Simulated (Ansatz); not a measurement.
SiC (Moissanite 3C):

```
Si C
1.0
     0.00000    2.17900    2.17900
     2.17900    0.00000    2.17900
     2.17900    2.17900    0.00000
Si C
1 1
Direct
  0.00000 0.00000 0.00000
  0.75000 0.75000 0.75000
```

A run of Ansatz 0.2.0 on this cell left the log below. Logs are shortened: lines on timing, memory, paths and dates and some standing lists are left out, and cuts for length are marked.

```text
Warning: RAYON_NUM_THREADS=2 ignored (pool sized by the plan → 2); use --threads N
Engine: ansatz 0.2.0, x86_64-unknown-linux-gnu
Pseudopotentials: kind: paw
Pseudopotential: Si, paw, valence charge 4, recommended cutoff 420 eV (normal), Si.paw.azcp
Pseudopotential: C, paw, valence charge 4, recommended cutoff 420 eV (normal), C.paw.azcp
Functional definition: PBEsol
  exchange = pbesol_x
  correlation = pbesol_c
Crystal: 2 atoms, lattice volume = 20.692 Å³
Basis set: ecut = 420 eV, 411 PW (Γ), exchange–correlation on 48×48×48 points (8 copies of the dense FFT grid, shifted against one another)
Bands: 8, of which v1, the nominal top of the filled ones, is band 4 counted from 1 (3 counted from 0)
Symmetry: 24 space group operations
Space group: F-43m (ITA 216), of the structure as read, at distance tolerance 2.7e-5 Å
k-points: 47 of 1000 (time reversal used)
Non-local potential: Si, projectors of the file, l = 0: 2, l = 1: 2, l = 2: 2
Non-local potential: C, projectors of the file, l = 0: 2, l = 1: 2, l = 2: 1
PAW form: soft (Blöchl's): semilocal exchange-correlation on the pseudo side does not see the compensation charge
PAW frozen core: Si, regenerated for the run's functional, and the local potential with it (the file was generated under x = pbe(κ = 0.804, μ = 0.2195149727645171), c = pbe(β = 0.06672455060314922))
PAW frozen core: C, regenerated for the run's functional, and the local potential with it (the file was generated under x = pbe(κ = 0.804, μ = 0.2195149727645171), c = pbe(β = 0.06672455060314922))
PAW one-centre angular grid: Si, 110 points (default); XC on 64 Gauss nodes
PAW one-centre angular grid: C, 110 points (default); XC on 64 Gauss nodes
Initial density: superposition of atomic densities (neutral atoms: chi_scale 0, normalization atom), corrected by the library's trained network
Initial wavefunctions: pseudopotential atomic-orbital guess
Functional: x = pbesol(κ = 0.804, μ = 0.12345679012345678), c = pbesol(β = 0.046)
SCF iter   1: F=—  HF=-868.710915 eV  |F-HF|=—  |Δ(HF+E_count)|=         —  Δρ=8.22e-3  dr2=1.69e-2  ethr=1.77e-3  ⟨swp⟩=5.6  Hψ=3061  notcnv=0
preconditioner: auto → none  [insulator: Δε(μ)=1.138 eV  Ē_g=13.946 eV  σ=0.050 eV  W_gap=1.00  n_scr=0 (ndim 8)  ℏωp=23.1 eV  f_vac=0.000  D(μ)=0.00/eV (n_scr^D=0)  ε∞_Penn≈3.7]
SCF iter   2: F=—  HF=-868.706293 eV  |F-HF|=—  |Δ(HF+E_count)|=   4.62e-3  Δρ=2.40e-3  dr2=9.78e-4  ethr=2.11e-4  ⟨swp⟩=2.6  Hψ=1012  notcnv=0
SCF iter   3: F=—  HF=-868.706020 eV  |F-HF|=—  |Δ(HF+E_count)|=   2.73e-4  Δρ=7.37e-4  dr2=7.18e-5  ethr=1.22e-5  ⟨swp⟩=2.7  Hψ=555  notcnv=0
SCF iter   4: F=—  HF=-868.706022 eV  |F-HF|=—  |Δ(HF+E_count)|=   1.88e-6  Δρ=1.01e-4  dr2=9.30e-7  ethr=8.98e-7  ⟨swp⟩=2.0  Hψ=563  notcnv=0
iter 5 did not close the SCF: its close was put off for the readings that it lacked (scf_convergence_deferred on its scf_iter line)
SCF iter   5: F=-868.706023 eV  HF=-868.706023 eV  |F-HF|=5.11e-9  |Δ(HF+E_count)|=   6.50e-7  Δρ=7.66e-6  dr2=1.03e-8  ethr=1.16e-8  ⟨swp⟩=2.1  Hψ=538  notcnv=0
SCF iter   6: F=-868.706023 eV  HF=-868.706023 eV  |F-HF|=1.93e-12  |Δ(HF+E_count)|=   2.79e-9  Δρ=1.89e-6  dr2=4.44e-10  ethr=1.28e-10  ⟨swp⟩=1.9  Hψ=1151  notcnv=0
[... 30 lines left out ...]
SCF converged after 3 iterations
Free energy (F): -868.706062 eV
Harris-Foulkes:  -868.706062 eV  (|F-HF|=1.05e-11)
Internal energy: -868.706062 eV  (E = F + TS)
E sigma→0 (E₀):  -868.706062 eV
Entropy (-TS):   -0.000000 eV (-0.000 meV/atom)
Fermi energy:    10.069355 eV
--- Per-component energies (eV) ---
  E_band       = 28.135666
  E_kinetic    = 135.293805
  E_local      = -103.743367  (includes V_loc(G=0)·N_el)
  E_nonlocal   = 51.990828
  E_hartree    = 31.527736
  E_xc         = -104.623226
  E_vxc        = -109.152238  (∫ρ·V_xc dr)
  E_paw        = -594.344953  (= ΣΔE_a)
  E_vpaw       = -9.308829  (= ΣTr[D̂ρ^β])
  E_aug_tail   = 0.000011  (compensation charges beyond the density's cutoff)
  E_ewald      = -284.859557
  E_core_change = 0.052661  (= ΣΔE_core)
  E_smearing   = -0.000000  (= −TS)
  E_closure    = 0.000000  (closes the sum)
  Σ components = -868.706062   (vs F -868.706062, Δ=0.00e0)
--- Forces (eV/Å), atoms counted from 1 ---
  atom   1  Si    -0.00000000     0.00000000     0.00000000
  atom   2  C     -0.00000000    -0.00000000    -0.00000000
  max |Σ_I F_I| component: 1.48e-16 eV/Å
--- Stress (GPa, compression-positive) ---
       -0.001356       0.000000      -0.000000
        0.000000      -0.001356       0.000000
        0.000000       0.000000      -0.001356
  P = ⅓ Tr σ = -0.0014 GPa (-0.014 kbar)
--- Relaxed structure (3 steps of the walk, 3 accepted, 1 SCFs on fresh bases) ---
  F+E_penalty+E_count = -868.70606245 eV   max|allowed force component| = 1.249e-16 eV/Å   (the final SCF, on the basis selected at the relaxed cell)
  cell:  # Å, volume = 20.6755 Å³
    - [5.509371010568357e-34, 2.178420351173564, 2.178420351173564]
    - [2.178420351173564, 9.33090003524005e-34, 2.178420351173564]
    - [2.178420351173564, 2.178420351173564, 6.369215041119487e-34]
  atoms:
    - { symbol: Si, position: [4.327229013031594e-34, -5.026951151309043e-34, -4.9901236703470725e-34] }
    - { symbol: C, position: [0.7499999999999999, 0.7499999999999999, 0.7499999999999999] }
```

Q: Write the input and the command behind it.

A: Relaxation of cell and atoms with PBEsol, no spin polarisation. The files as run (others can give the same):

input.yaml
```yaml
crystal:
  lattice:
    - [0.0, 2.179, 2.179]
    - [2.179, 0.0, 2.179]
    - [2.179, 2.179, 0.0]
  atoms:
    - { symbol: Si, position: [0.0, 0.0, 0.0] }
    - { symbol: C, position: [0.75, 0.75, 0.75] }
hamiltonian:
  xc: pbesol
  pseudopotentials: { kind: paw }
kpoints:
  mp_grid: { grid: [10, 10, 10] }
scf:
  occupations: { method: fermi_dirac, width: 0.05 }
output:
  forces: true
  stress: true
relax:
  f_tol: 0.01
  max_steps: 40
  cell: { stress_tol: 0.05 }
```

Potentials or basis: Ansatz PAW.
Command:
```console
$ ansatz run input.yaml --threads 2 --pin off --max-ram 5632MiB --backend cpu --events-out ev --progress --plain --runs-dir out
```

Caveat: the plane-wave basis is chosen anew once the cell has moved, so the energies of steps on either side of that aren't comparable; the PAW data sets come from PBE, with cores solved anew for the run's functional, which leaves a small shift of forces and pressure.
